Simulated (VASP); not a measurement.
# SnTe (P4mm) in VASP: further runs, part 2 of 2

VASP 6.6.1. Earlier steps stand in the parts before.

### Step 4. Single point, PBE+D3(BJ) (all Te atoms moved -0.250 Å, as atom 2 along Cartesian [0 1 0])

The input, INCAR:

```
SYSTEM = SnTe
ALGO     = Fast           ! electronic algorithm
EDIFF    = 1E-6           ! SCF threshold, eV
ENCUT    = 520            ! plane-wave cutoff, eV
GGA      = PE             ! functional
ISIF     = 2              ! what is computed and relaxed
ISMEAR   = 0              ! smearing method
IVDW     = 12             ! dispersion correction
LASPH    = .TRUE.         ! aspherical terms in the spheres
LCHARG   = .FALSE.        ! write CHGCAR
LREAL    = .FALSE.        ! projectors in reciprocal space
LWAVE    = .FALSE.        ! write WAVECAR
NBANDS   = 17             ! bands
NELM     = 100            ! most SCF steps
PREC     = Accurate       ! precision mode
SIGMA    = 0.15           ! smearing width, eV
```

The input, KPOINTS:

```
k-points
0
G
  12 12 12
  0 0 0
```

The input, POSCAR:

```
SnTe
1.0
    3.9047000000      0.0000000000      0.0000000000
    0.0000000000      3.9047000000      0.0000000000
    0.0000000000      0.0000000000      3.9047000000
Sn Te
1 1
Direct
    0.0000000000      0.0000000000      0.0000000000
    0.5000000000      0.4359745947      0.5000000000
```

Potentials or basis: VASP PAW PBE potentials, release 64 (Sn_d, Te).

The run is started by

```sh
cat potpaw_PBE.64/Sn_d/POTCAR potpaw_PBE.64/Te/POTCAR > POTCAR
mpirun -np 1 vasp_std > vasp.out
```

OUTCAR:

```text
SYSTEM = SnTe
   EDIFF = 1E-6
   ENCUT = 520
   GGA = PE
   ISIF = 2
   ISMEAR = 0
   IVDW = 12
   LASPH = .TRUE.
   LREAL = .FALSE.
   NELM = 100
   PREC = Accurate
 IVDW          = 12

 ion  position               nearest neighbor table
   1  0.000  0.000  0.000-   2 3.24   2 3.24   2 3.24   2 3.24   2 3.53   2 3.53   2 3.53   2 3.53

   2  0.500  0.436  0.500-   1 3.24   1 3.24   1 3.24   1 3.24   1 3.53   1 3.53   1 3.53   1 3.53

  LATTYP: Found a simple cubic cell.
 ALAT       =     3.9047000000

  Lattice vectors:

 A1 = (   3.9047000000,   0.0000000000,   0.0000000000)
 A2 = (   0.0000000000,   3.9047000000,   0.0000000000)
 A3 = (   0.0000000000,   0.0000000000,   3.9047000000)

Analysis of symmetry for initial positions (statically):
=====================================================================
 Subroutine PRICEL returns:
 Original cell was already a primitive cell.

 Routine SETGRP: Setting up the symmetry group for a
 simple cubic supercell.

 Subroutine GETGRP returns: Found  8 space group operations
 (whereof  8 operations were pure point group operations)
 out of a pool of 48 trial point group operations.

The static configuration has the point symmetry C_4v.

Analysis of symmetry for dynamics (positions and initial velocities):
=====================================================================
 Subroutine PRICEL returns:
 Original cell was already a primitive cell.

 Routine SETGRP: Setting up the symmetry group for a
 simple cubic supercell.

 Subroutine GETGRP returns: Found  8 space group operations
 (whereof  8 operations were pure point group operations)
 out of a pool of 48 trial point group operations.

The dynamic configuration has the point symmetry C_4v.

 Subroutine INISYM returns: Found  8 space group operations
 (whereof  8 operations are pure point group operations),
 and found     1 'primitive' translations

----------------------------------------------------------------------------------------

                                     Primitive cell

  volume of cell :      59.5337

  direct lattice vectors                    reciprocal lattice vectors
     3.904700000  0.000000000  0.000000000     0.256101621  0.000000000  0.000000000
     0.000000000  3.904700000  0.000000000     0.000000000  0.256101621  0.000000000
     0.000000000  0.000000000  3.904700000     0.000000000  0.000000000  0.256101621

  length of vectors
     3.904700000  3.904700000  3.904700000     0.256101621  0.256101621  0.256101621

  position of ions in fractional coordinates (direct lattice)
     0.000000000  0.000000000  0.000000000
     0.500000000  0.435974595  0.500000000

  ion indices of the primitive-cell ions
   primitive index   ion index
                 1           1
                 2           2

----------------------------------------------------------------------------------------

 KPOINTS: k-points

Automatic generation of k-mesh.
 Grid dimensions read from file:
 generate k-points for:   12   12   12

 Generating k-lattice:

  Cartesian coordinates                     Fractional coordinates (reciprocal lattice)
     0.021341802  0.000000000  0.000000000     0.083333333  0.000000000  0.000000000
     0.000000000  0.021341802  0.000000000     0.000000000  0.083333333  0.000000000
     0.000000000  0.000000000  0.021341802     0.000000000  0.000000000  0.083333333

  Length of vectors
     0.021341802  0.021341802  0.021341802

  Shift w.r.t. Gamma in fractional coordinates (k-lattice)
     0.000000000  0.000000000  0.000000000

 Subroutine IBZKPT returns following result:
 ===========================================

 Found    196 irreducible k-points:

 Following reciprocal coordinates:
            Coordinates               Weight
  0.000000  0.000000  0.000000      1.000000
  0.083333  0.000000  0.000000      4.000000
  0.000000  0.083333  0.000000      2.000000
  0.166667  0.000000  0.000000      4.000000
  0.000000  0.166667  0.000000      2.000000
  0.250000  0.000000  0.000000      4.000000
[... 16 lines left out ...]
  0.000000  0.333333  0.083333      8.000000
  0.083333  0.000000  0.333333      8.000000
 [... further k-points ...]
   k-points           NKPTS =    196   k-points in BZ     NKDIM =    196   number of bands    NBANDS=     17
   number of dos      NEDOS =    301   number of ions     NIONS =      2
   total plane-waves  NPLWV =  27000
   dimension x,y,z NGX =    30 NGY =   30 NGZ =   30
   dimension x,y,z NGXF=    60 NGYF=   60 NGZF=   60
   ions per type =               1   1
   NGX,Y,Z   is equivalent  to a cutoff of  12.77, 12.77, 12.77 a.u.
   NGXF,Y,Z  is equivalent  to a cutoff of  25.55, 25.55, 25.55 a.u.
 SYSTEM =  SnTe
   PREC   = accura    normal or accurate (medium, high low for compatibility)
   ISTART =      0    job   : 0-new  1-cont  2-samecut
   ICHARG =      2    charge: 1-file 2-atom 10-const
   ISPIN  =      1    spin polarized calculation?
   LNONCOLLINEAR =      F non collinear calculations
   LSORBIT =      F    spin-orbit coupling
   LASPH  =      T    aspherical Exc in radial PAW
   ENCUT  =  520.0 eV  38.22 Ry    6.18 a.u.   7.26  7.26  7.26*2*pi/ulx,y,z
   NELM   =    100;   NELMIN=  2; NELMDL= -5     # of ELM steps
   EDIFF  = 0.1E-05   stopping-criterion for ELM
   LREAL  =      F    real-space projection
   EDIFFG = 0.1E-04   stopping-criterion for IOM
   NSW    =      0    number of steps for IOM
   IBRION =     -1    ionic relax: 0-MD 1-quasi-New 2-CG
   NFREE  =      0    steps in history (QN), initial steepest desc. (CG)
   ISIF   =      2    stress and relaxation
   ISYM   =      2    0-nonsym 1-usesym 2-fastsym
   POTIM  = 0.5000    time-step for ionic-motion
   TEBEG  =    0.0;   TEEND  =   0.0 temperature during run
   PSTRESS=    0.0 pullay stress
   NELECT =      20.0000    total number of electrons
   NUPDOWN=      -1.0000    fix difference up-down
   EMIN   =  10.00;   EMAX   =-10.00  energy-range for DOS
   EFERMI =   0.00;   METHOD = LEGACY
   ISMEAR =     0;   SIGMA  =   0.15  broadening in eV -4-tet -1-fermi 0-gaus
   EFERMI_NEDOS =   21; number of points for ismear=-14 and -15
   IALGO  =     68    algorithm
   IMIX   =      4    mixing-type and parameters
     AMIX     =   0.40;   BMIX     =  1.00
     AMIX_MAG =   1.60;   BMIX_MAG =  1.00
  volume/ion in A,a.u.               =      29.77       200.88
  Fermi-wavevector in a.u.,A,eV,Ry     =   1.138057  2.150615 17.621893  1.295173
  Thomas-Fermi vector in A             =   2.274761
   LORBIT       =      0    0 simple, 1 ext, 2 COOP (PROOUT), +10 PAW based schemes
   GGA     = PE    functional components
   LHFCALC =     F    Hartree Fock is set to
   AEXX    =    0.0000 exact exchange contribution
   IVDW    =    12    specifies the selected vdW correction
   LEPSILON=     F    determine dielectric tensor
   LRPA    =     F    only Hartree local field effects (RPA)
 non-spin polarized calculation
 RMM-DIIS sequential band-by-band and
 Gauss-broadening in eV      SIGMA  =   0.15
  energy-cutoff  :      520.00
  volume of cell :       59.53
 maximum number of plane-waves:      1628
 NGX is ok and might be reduce to    30
   NGX = 15   NGY = 15   NGZ = 15

 number of electron      19.9999983 magnetization

 Free energy of the ion-electron system (eV)
  ---------------------------------------------------
  ext. energy  EPLUGINS =         0.00000000
  ---------------------------------------------------
  free energy    TOTEN  =        -7.10417889 eV

  energy without entropy =       -7.09178738  energy(sigma->0) =       -7.09798313

 E-fermi :   7.0364     XC(G=0):  -9.8590

 val. band max:        7.0342973016   @ k =   0.5000   0.0000   0.0000
 cond. band min:       7.0482411438   @ k =   0.4167   0.3333   0.0000
 fundamental gap:      0.0139438422
 Fermi energy:         7.0363772944

 k-point     1 :       0.0000    0.0000    0.0000
  band No.  band energies     occupation
      1     -14.5725      2.00000
      2     -14.5714      2.00000
      3     -14.5357      2.00000
      4     -14.5357      2.00000
      5     -14.5344      2.00000
      6      -5.3058      2.00000
[... 9 lines left out ...]
     16      17.9098      0.00000
     17      17.9328      0.00000
[... 441 lines left out ...]
 k-point    24 :       0.0833    0.0000    0.3333
  band No.  band energies     occupation
      1     -14.5696      2.00000
      2     -14.5466      2.00000
      3     -14.5440      2.00000
      4     -14.5433      2.00000
      5     -14.5357      2.00000
      6      -4.4764      2.00000
[... 9 lines left out ...]
     16      15.5350      0.00000
     17      17.2400      0.00000

 [... further k-points ...]

------------------------ aborting loop because EDIFF is reached ----------------------------------------

 Edisp (eV)   -0.83672

 E8    (eV) :    -0.3917

  FORCE on cell =-STRESS in cart. coord.  units (eV):
  Direction    XX          YY          ZZ          XY          YZ          ZX
  --------------------------------------------------------------------------------------
  -------------------------------------------------------------------------------------
  Total      -0.70432    -0.63157    -0.70432     0.00000     0.00000     0.00000
  in kB     -18.95469   -16.99698   -18.95469     0.00000     0.00000     0.00000
  external pressure =      -18.30 kB  Pullay stress =        0.00 kB

 VOLUME and BASIS-vectors are now :
 -----------------------------------------------------------------------------
  energy-cutoff  :      520.00
  volume of cell :       59.53
      direct lattice vectors                 reciprocal lattice vectors
     3.904700000  0.000000000  0.000000000     0.256101621  0.000000000  0.000000000
     0.000000000  3.904700000  0.000000000     0.000000000  0.256101621  0.000000000
     0.000000000  0.000000000  3.904700000     0.000000000  0.000000000  0.256101621

 POSITION                                       TOTAL-FORCE (eV/Angst)
 -----------------------------------------------------------------------------------
      0.00000      0.00000      0.00000        -0.000000      0.090557     -0.000000
      1.95235      1.70235      1.95235         0.000000     -0.090557      0.000000
 -----------------------------------------------------------------------------------
    total drift:                                0.000000      0.000389     -0.000000

  FREE ENERGIE OF THE ION-ELECTRON SYSTEM (eV)
  ---------------------------------------------------
  free  energy   TOTEN  =        -7.9408996988 eV

  energy  without entropy=       -7.9285081829  energy(sigma->0) =       -7.93470394
```

It took 68 s on 1 thread of Intel Xeon 6975P-C (Granite Rapids), shared host; peak memory 0.33 GiB.

Results:

```
Free energy                : -7.9409 eV
Pressure                   : -1.8 GPa
Largest force              : 0.091 eV/Å
Band gap on the k mesh     : none (metal or under the smearing width)
Dispersion energy per atom : -0.418 eV
```

Forces on the atoms (eV/Å):
```
Sn   0.000  0.091  0.000
Te   0.000 -0.091  0.000
```

Stress tensor (GPa, compression positive):
```
-1.90  0.00  0.00
 0.00 -1.70  0.00
 0.00  0.00 -1.90
```

Levels at points of the mesh, in eV from the Fermi level:
```csv
k point,band 6,band 7,band 8,band 9,band 10,band 11,band 12,band 13,band 14,band 15
"(0.00, 0.00, 0.00)",-12.34,-5.26,-1.77,-1.77,-1.61,3.12,3.57,5.42,5.42,5.92
"(0.50, 0.00, 0.00)",-11.14,-8.19,-0.47,-0.27,0.00,0.52,2.14,2.33,5.37,6.14
"(0.00, 0.50, 0.00)",-11.22,-8.00,-0.42,-0.42,-0.26,0.44,2.40,2.40,5.24,6.39
"(0.50, 0.50, 0.00)",-10.37,-6.54,-4.69,-4.55,0.26,3.29,3.74,3.76,6.04,7.29
"(0.50, 0.00, 0.50)",-10.34,-6.38,-4.80,-4.80,0.31,3.37,3.89,3.89,6.00,7.30
"(0.50, 0.50, 0.50)",-9.83,-5.28,-3.10,-3.10,-2.82,-1.26,-0.99,-0.99,13.69,13.69
```

Caveat: pairwise dispersion overbinds metals, which lowers pressure and volume. The run has no spin-orbit coupling, so splittings on Te are missing.

### Step 5. The runs side by side

```tsv
cell	gap on the mesh (eV)	pressure (GPa)	largest force (eV/Å)
all Te atoms moved +0.375 Å, as atom 2 along Cartesian [0 1 0]	none	-1.1	0.05
all Te atoms moved -0.500 Å, as atom 2 along Cartesian [0 1 0]	none	0.0	0.07
all Te atoms moved -0.250 Å, as atom 2 along Cartesian [0 1 0]	none	-1.8	0.09
```

Alike in all rows: task single point; level PBE+D3(BJ); potentials or basis VASP PAW PBE potentials, release 64 (Sn_d, Te); no spin polarisation; k mesh 12 × 12 × 12; cutoff (eV) 520; smearing gaussian 0.15 eV.

Caveats: pairwise dispersion overbinds metals, which lowers pressure and volume.

Total energies depend on the potentials used, so only differences within one code and one set of settings carry meaning.
